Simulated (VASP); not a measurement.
Pt: core levels with LDA

The system is Pt.

```
CELL_PARAMETERS angstrom
0.00000 3.92180 3.92180
3.92180 0.00000 3.92180
3.92180 3.92180 0.00000
ATOMIC_POSITIONS crystal
Pt 0.00000 0.00000 0.00000
Pt 0.00000 0.00000 0.50000
Pt 0.00000 0.50000 0.00000
Pt 0.00000 0.50000 0.50000
Pt 0.50000 0.00000 0.00000
Pt 0.50000 0.00000 0.50000
Pt 0.50000 0.50000 0.00000
Pt 0.50000 0.50000 0.50000
```

* Program: VASP 6.6.1
* Task: core levels
* Functional: LDA
* Potentials or basis: VASP PAW LDA potentials, release 64 (Pt)
* Cutoff: 520 eV
* k mesh: 7 × 7 × 7
* Occupations: methfessel-paxton, width 0.1 eV
* Spin: no spin polarisation
* Further INCAR settings: ALGO = Fast; EDIFF = 1e-06

The pressure is -5.8 GPa and the band gap on the k mesh is none (metal or under the smearing width).

Levels at points of the mesh, in eV from the Fermi level:
```tsv
k point	band 36	band 37	band 38	band 39	band 40	band 41	band 42	band 43	band 44	band 45
(0.00, 0.00, 0.00)	0.06	0.06	0.06	0.06	0.50	0.50	0.50	0.50	0.50	0.50
```

Core levels (eV, on the scale of the bands):
```
atom                                                                                                                                    levels
1 Pt  1s -77834.8, 2s -13675.5, 2p -11868.0, 3s -3203.0, 3p -2675.6, 3d -2102.1, 4s -676.2, 4p -502.9, 4d -291.9, 4f -56.5, 5s -87.1, 5p -41.4
2 Pt  1s -77834.8, 2s -13675.5, 2p -11868.0, 3s -3203.0, 3p -2675.6, 3d -2102.1, 4s -676.2, 4p -502.9, 4d -291.9, 4f -56.5, 5s -87.1, 5p -41.4
3 Pt  1s -77834.8, 2s -13675.5, 2p -11868.0, 3s -3203.0, 3p -2675.6, 3d -2102.1, 4s -676.2, 4p -502.9, 4d -291.9, 4f -56.5, 5s -87.1, 5p -41.4
4 Pt  1s -77834.8, 2s -13675.5, 2p -11868.0, 3s -3203.0, 3p -2675.6, 3d -2102.1, 4s -676.2, 4p -502.9, 4d -291.9, 4f -56.5, 5s -87.1, 5p -41.4
5 Pt  1s -77834.8, 2s -13675.5, 2p -11868.0, 3s -3203.0, 3p -2675.6, 3d -2102.1, 4s -676.2, 4p -502.9, 4d -291.9, 4f -56.5, 5s -87.1, 5p -41.4
6 Pt  1s -77834.8, 2s -13675.5, 2p -11868.0, 3s -3203.0, 3p -2675.6, 3d -2102.1, 4s -676.2, 4p -502.9, 4d -291.9, 4f -56.5, 5s -87.1, 5p -41.4
```

Wall time 30 s on 4 MPI ranks on Intel(R) Xeon(R) Platinum 8488C (Sapphire Rapids), with other jobs on the host, peak memory 0.24 GiB a rank.

The run has no spin-orbit coupling, so splittings on Pt are missing.
